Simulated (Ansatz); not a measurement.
Ansatz input

```yaml
crystal:
  lattice:
    - [0.0, 2.2769035862, 2.2769035862]
    - [2.2769035862, 0.0, 2.2769035862]
    - [2.2769035862, 2.2769035862, 0.0]
  atoms:
    - { symbol: Te, position: [0.0, 0.0, 0.0] }
hamiltonian:
  xc: pbesol
  pseudopotentials:
    kind: paw
    azcp:
      Te: "pseudopotentials/Te.paw.azcp"
basis:
  ecutwfc: 420
  fft_grid_basis: typed
kpoints:
  mp_grid: { grid: [13, 13, 13], shift: [0, 0, 0] }
magnetization:
  spin_polarized: false
scf:
  occupations: { method: fermi_dirac, width: 0.1 }
  lower_state_search: "off"
output:
  stress: true
```

and its output:

```
Warning: the record states the generating functional pbe (its physics header spells it `PBE`), which answers neither for hamiltonian.xc's functional nor for the pbesol family's — results may be inconsistent (PPs are generated against a specific XC)
Engine: ansatz 0.2.0, x86_64-unknown-linux-gnu
Pseudopotentials: kind: paw
Pseudopotential: Te, paw, valence charge 16, recommended cutoff 420 eV (normal) 
Functional definition: PBEsol
  exchange = pbesol_x
  correlation = pbesol_c
Crystal: 1 atoms, lattice volume = 23.608 Å³
Basis set: ecut = 420 eV, 459 PW (Γ)
Bands: 12, of which v1, the nominal top of the filled ones, is band 8 counted from 1 (7 counted from 0)
Symmetry: 48 space group operations
Space group: Fm-3m (ITA 225), of the structure as read, at distance tolerance 2.9e-5 Å
k-points: 84 of 2197
Non-local potential: Te, projectors of the file, l = 0: 2, l = 1: 2, l = 2: 2, l = 3: 2
PAW form: soft (Blöchl's): semilocal exchange-correlation on the pseudo side does not see the compensation charge
PAW frozen core: Te, regenerated for the run's functional, and the local potential with it (the file was generated under x = pbe(κ = 0.804, μ = 0.2195149727645171), c = pbe(β = 0.06672455060314922))
PAW one-centre angular grid: Te, 590 points (default); XC on 64 Gauss nodes
Initial density: superposition of atomic densities (neutral atoms: chi_scale 0, normalization atom), corrected by the library's trained network
Initial wavefunctions: pseudopotential atomic-orbital guess
Functional: x = pbesol(κ = 0.804, μ = 0.12345679012345678), c = pbesol(β = 0.046)
SCF iter   1: F=—  HF=-6901.108727 eV  |F-HF|=—  |Δ(HF+E_count)|=         —  Δρ=3.17e-3  dr2=1.75e-3  ethr=1.77e-3  ⟨swp⟩=5.1  Hψ=5895  notcnv=0
SCF iter   2: F=—  HF=-6901.107815 eV  |F-HF|=—  |Δ(HF+E_count)|=   9.12e-4  Δρ=1.98e-3  dr2=8.84e-4  ethr=1.09e-5  ⟨swp⟩=1.8  Hψ=1807  notcnv=0
SCF iter   3: F=—  HF=-6901.107718 eV  |F-HF|=—  |Δ(HF+E_count)|=   9.66e-5  Δρ=5.23e-4  dr2=7.94e-5  ethr=5.52e-6  ⟨swp⟩=2.0  Hψ=1658  notcnv=0
SCF iter   4: F=—  HF=-6901.107641 eV  |F-HF|=—  |Δ(HF+E_count)|=   7.73e-5  Δρ=1.08e-4  dr2=1.96e-6  ethr=4.96e-7  ⟨swp⟩=2.0  Hψ=1659  notcnv=0
iter 5 did not close the SCF: its close was put off for the readings that it lacked (scf_convergence_deferred on its scf_iter line)
SCF iter   5: F=-6901.107640 eV  HF=-6901.107640 eV  |F-HF|=1.04e-8  |Δ(HF+E_count)|=   6.92e-7  Δρ=2.09e-5  dr2=6.19e-8  ethr=1.22e-8  ⟨swp⟩=2.4  Hψ=1590  notcnv=0
SCF iter   6: F=-6901.107640 eV  HF=-6901.107640 eV  |F-HF|=2.37e-10  |Δ(HF+E_count)|=   5.98e-9  Δρ=3.21e-6  dr2=1.51e-9  ethr=3.87e-10  ⟨swp⟩=2.3  Hψ=3434  notcnv=0
SCF 1 converged in 6 iterations: F = -6901.107640 eV  dr2 = 1.51e-9
SCF converged after 6 iterations
Free energy (F): -6901.107640 eV
Harris-Foulkes:  -6901.107640 eV  (|F-HF|=2.37e-10)
Internal energy: -6901.087077 eV  (E = F + TS)
E sigma→0 (E₀):  -6901.097359 eV
Entropy (-TS):   -0.020563 eV (-20.563 meV/atom)
Fermi energy:    14.492347 eV
--- Per-component energies (eV) ---
  E_band       = -178.586577
  E_kinetic    = 183.597879
  E_local      = -855.525866  (includes V_loc(G=0)·N_el)
  E_nonlocal   = -308.051990
  E_hartree    = 643.643473
  E_xc         = -125.071823
  E_vxc        = -106.373696  (∫ρ·V_xc dr)
  E_paw        = -4584.329296  (= ΣΔE_a)
  E_vpaw       = -379.520743  (= ΣTr[D̂ρ^β])
  E_aug_tail   = -0.000169  (compensation charges beyond the density's cutoff)
  E_ewald      = -1855.724101
  E_core_change = 0.374815  (= ΣΔE_core)
  E_smearing   = -0.020563  (= −TS)
  E_closure    = 0.000000  (closes the sum)
  Σ components = -6901.107640   (vs F -6901.107640, Δ=0.00e0)
--- Stress (GPa, compression-positive) ---
       10.653428      -0.000000      -0.000000
        0.000000      10.653428       0.000000
        0.000000      -0.000000      10.653428
  P = ⅓ Tr σ = 10.6534 GPa (106.534 kbar)
```
